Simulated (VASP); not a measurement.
Wanted: the native input for a VASP 6.6.1 run.

| Item | Value |
| --- | --- |
| Task | relaxation of the atoms |
| Functional | LDA |
| Potentials or basis | VASP PAW LDA potentials, release 64 (Si) |
| Cutoff | 300 eV |
| k mesh | 2 × 2 × 2 |
| Occupations | fermi-dirac, width 0.05 eV |
| Spin | no spin polarisation |
| Further INCAR settings | ALGO = Normal; EDIFF = 1e-06; IBRION = 2; EDIFFG = -0.005; NSW = 40 |

The structure of Si (a cell with a defect) lies in POSCAR:

```
Si
1.0
   10.8060000000      0.0000000000      0.0000000000
    0.0000000000     10.8060000000      0.0000000000
    0.0000000000      0.0000000000     10.8060000000
Si
63
Direct
    0.7500000000      0.2500000000      0.0000000000
    0.7500000000      0.0000000000      0.2500000000
    0.0000000000      0.0000000000      0.0000000000
    0.2500000000      0.2500000000      0.0000000000
    0.5000000000      0.5000000000      0.0000000000
    0.7500000000      0.7500000000      0.0000000000
    0.2500000000      0.0000000000      0.2500000000
    0.5000000000      0.2500000000      0.2500000000
    0.7500000000      0.5000000000      0.2500000000
    0.5000000000      0.0000000000      0.5000000000
    0.7500000000      0.2500000000      0.5000000000
    0.7500000000      0.0000000000      0.7500000000
    0.0000000000      0.5000000000      0.0000000000
    0.2500000000      0.7500000000      0.0000000000
    0.0000000000      0.2500000000      0.2500000000
    0.2500000000      0.5000000000      0.2500000000
    0.5000000000      0.7500000000      0.2500000000
    0.0000000000      0.0000000000      0.5000000000
    0.2500000000      0.2500000000      0.5000000000
    0.5000000000      0.5000000000      0.5000000000
    0.7500000000      0.7500000000      0.5000000000
    0.2500000000      0.0000000000      0.7500000000
    0.5000000000      0.2500000000      0.7500000000
    0.7500000000      0.5000000000      0.7500000000
    0.0000000000      0.7500000000      0.2500000000
    0.0000000000      0.5000000000      0.5000000000
    0.2500000000      0.7500000000      0.5000000000
    0.0000000000      0.2500000000      0.7500000000
    0.2500000000      0.5000000000      0.7500000000
    0.5000000000      0.7500000000      0.7500000000
    0.0000000000      0.7500000000      0.7500000000
    0.6250000000      0.1250000000      0.1250000000
    0.8750000000      0.3750000000      0.1250000000
    0.8750000000      0.1250000000      0.3750000000
    0.1250000000      0.1250000000      0.1250000000
    0.3750000000      0.3750000000      0.1250000000
    0.6250000000      0.6250000000      0.1250000000
    0.8750000000      0.8750000000      0.1250000000
    0.3750000000      0.1250000000      0.3750000000
    0.6250000000      0.3750000000      0.3750000000
    0.8750000000      0.6250000000      0.3750000000
    0.6250000000      0.1250000000      0.6250000000
    0.8750000000      0.3750000000      0.6250000000
    0.8750000000      0.1250000000      0.8750000000
    0.1250000000      0.6250000000      0.1250000000
    0.3750000000      0.8750000000      0.1250000000
    0.1250000000      0.3750000000      0.3750000000
    0.3750000000      0.6250000000      0.3750000000
    0.6250000000      0.8750000000      0.3750000000
    0.1250000000      0.1250000000      0.6250000000
    0.3750000000      0.3750000000      0.6250000000
    0.6250000000      0.6250000000      0.6250000000
    0.8750000000      0.8750000000      0.6250000000
    0.3750000000      0.1250000000      0.8750000000
    0.6250000000      0.3750000000      0.8750000000
    0.8750000000      0.6250000000      0.8750000000
    0.1250000000      0.8750000000      0.3750000000
    0.1250000000      0.6250000000      0.6250000000
    0.3750000000      0.8750000000      0.6250000000
    0.1250000000      0.3750000000      0.8750000000
    0.3750000000      0.6250000000      0.8750000000
    0.6250000000      0.8750000000      0.8750000000
    0.1250000000      0.8750000000      0.8750000000
```

The cell was built by a generator and needn't be a form met in nature.

The input as run:

INCAR

```
PREC = Accurate
ENCUT = 300
EDIFF = 1E-6
ISMEAR = -1
SIGMA = 0.05
LREAL = False
LASPH = True
NELM = 60
ALGO = Normal
ISIF = 2
LWAVE = False
LCHARG = False
GGA = CA
IBRION = 2
NSW = 40
EDIFFG = -0.005
```

KPOINTS

```
regular mesh
0
Gamma
  2 2 2
```

Potentials or basis: VASP PAW LDA potentials, release 64 (Si).

The run is started by

```bash
$ cat potpaw_LDA.64/Si/POTCAR > POTCAR
$ mpirun -np 1 vasp_std > vasp.out
```

It gave:

```json
{
 "Energy gained by relaxing": "4.0 meV/atom",
 "Ionic steps": "14",
 "Pressure after relaxing": "-1.4 GPa",
 "Largest force after relaxing": "0.004 eV/Å",
 "Band gap on the k mesh": "none (metal or under the smearing width)"
}
```

Caveat: the cutoff is under 1.25 times the usual one of these potentials, so pressure, stress and relaxed cells hold a basis-set (Pulay) error.

Wall time 59 min on 1 thread of Intel(R) Xeon(R) Platinum 8375C CPU @ 2.90GHz (Ice Lake) (shared host), peak memory 0.57 GiB.
